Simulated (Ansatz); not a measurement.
**NaH: strain and displacement**

```
Na H
1.0
     0.00000    2.44000    2.44000
     2.44000    0.00000    2.44000
     2.44000    2.44000    0.00000
Na H
1 1
Direct
  0.00000 0.00000 0.00000
  0.50000 0.50000 0.50000
```

Atom numbers follow the list: Na1, H2.

The cell is COD entry 9008680, as deposited and not checked against the literature; nothing was relaxed.

The calculation used DFT, PBE, all-electron PAW with datasets made for the crystal, scalar-relativistic in Ansatz 0.2.0.

The runs use a Γ-centred 9×9×9 k mesh, Fermi–Dirac smearing of 0.03 eV, cutoff 160 eV (chosen by the program for this cell), no spin polarisation.

The unchanged cell is at -0.64 GPa, so energy changes include a term −P ΔV where the volume moves.

Semilocal functionals give too small gaps.

x, y and z are the Cartesian axes of the cell as listed; fractional coordinates follow a strain, and an engineering shear is twice the off-diagonal strain component.

Vzz stands for the principal value of largest size of the field-gradient tensor, whatever its axis.

**Question.** With this change (x and y strained by +1.5 %, z held), what becomes of the energy and stress and field gradients and gap?

**Answer.** Energy change +3 meV/atom; stress change (xx, yy, zz, yz, xz, xy) -0.69, -0.69, -0.34, 0.00, 0.00, 0.00 GPa, compression positive; Vzz in 10²¹ V/m²: Na1 0 → -0.13 (η = 0.00), H2 0 → 0.01 (η = 0.00); gap on the k mesh 4.01 → 3.93 eV.

**Question.** With this change (atom 2 (H) moved by (0.0354, 0.0354, 0.0000) Å), what becomes of the energy and stress and forces and field gradients and gap?

**Answer.** Energy change under 1 meV/atom; stress change (xx, yy, zz, yz, xz, xy) 0.03, 0.03, -0.01, 0.00, 0.00, -0.01 GPa, compression positive; change of the force on H2 (-0.027, -0.027, 0.000) eV/Å; Vzz in 10²¹ V/m²: Na1 0 → -0.01 (η = 0.20), H2 0 → 0 (under 0.004); gap on the k mesh 4.01 → 4.01 eV.

**Question.** What force constant does this one finite step give for H2 along its displacement (all its periodic images move with it)?

**Answer.** k = −ΔF·u/|u|² = 0.76 eV/Å², so the force pulls the atom back.
